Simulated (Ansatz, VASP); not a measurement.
**One calculation of Mo, two programs**

```
Mo
1.0
     2.73551    0.00000    0.00000
    -1.36776    2.36902    0.00000
     0.00000    0.00000    2.51685
Mo
1
Direct
  0.00000 0.00000 0.50000
```

Change from the starting cell: strain +0.000 along x and y, -0.015 along z, atoms carried along.

Alike in both runs: task single point; functional PBE; k mesh 21 × 21 × 18; occupations gaussian, width 0.15 eV; no spin polarisation.

|  | VASP | Ansatz |
| --- | --- | --- |
| version | VASP 6.6.1 | Ansatz 0.2.0 |
| potentials or method | VASP PAW PBE potentials, release 64 (Mo_sv) | scalar-relativistic, plane waves, PAW |
| plane-wave cutoff (eV) | 520 | 420 |
| valence electrons in the cell | 14 | 14 |

VASP gave:

```
gap on the k mesh at the Fermi level (eV)       : none
pressure (GPa)                                  : 7.3
largest component of the traceless stress (GPa) : 2.35
```

Problem. What did Ansatz give for the same quantities?

Solution. gap on the k mesh at the Fermi level (eV): none; pressure (GPa): 6.7; largest component of the traceless stress (GPa): 2.51.

A gap of «none» marks a metal or a gap that the smearing closes. The functional is the same, so the differences come from potentials, cutoffs and numerics.
